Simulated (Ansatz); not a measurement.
Task: CsCl (CsCl type, Pm-3m) is relaxed with DFT-PBE in the program Ansatz with PAW potentials. What lattice parameters of the conventional cell result?

Result: a = 4.206 Å.

Task: Is it a metal or does it have a gap at this level?

Result: A gap of 5.01 eV, direct.

The PBE relaxation kept the symmetry of its start. Spin–orbit coupling is left out wherever it is not named.

Potentials: the later of the program's two PAW sets.
